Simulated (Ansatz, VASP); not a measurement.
# One calculation of Mg4Se, two programs

```
CELL_PARAMETERS angstrom
3.66804 0.00000 0.00000
-1.83402 3.17662 0.00000
0.00000 0.00000 10.41192
ATOMIC_POSITIONS crystal
Mg 0.33333 0.66667 0.84154
Mg 0.33333 0.66667 0.38848
Mg 0.66667 0.33333 0.15846
Mg 0.66667 0.33333 0.61152
Se 0.00000 0.00000 0.00000
```

Change from the starting cell: species swapped into the Co4H type (P-3m1, No. 164).

Alike in both runs: task relaxation of cell and atoms; functional PBE; k mesh 12 × 12 × 4; occupations gaussian, width 0.1 eV; no spin polarisation.

|  | VASP | Ansatz |
| --- | --- | --- |
| version | VASP 6.6.1 | Ansatz 0.2.0 |
| potentials or method | VASP PAW PBE potentials, release 64 (Mg, Se) | scalar-relativistic, plane waves, PAW |
| plane-wave cutoff (eV) | 600 | 420 |
| valence electrons in the cell | 14 | 56 |

VASP gave:

| Item | Value |
| --- | --- |
| gap on the k mesh at the Fermi level, each at its own relaxed structure (eV) | none |
| relaxed volume (Å³/atom) | 24.28 |
| relaxed cell length with the largest relative difference (Å) | 10.721 |
| energy change over the relaxation (meV/atom) | -6 |

Task: Which values does Ansatz return?

Result: gap on the k mesh at the Fermi level, each at its own relaxed structure (eV): none; relaxed volume (Å³/atom): 24.34; relaxed cell length with the largest relative difference (Å): 10.732; energy change over the relaxation (meV/atom): -6.

A gap of «none» marks a metal or a gap that the smearing closes. The two sets of potentials don't hold the same shells in valence.
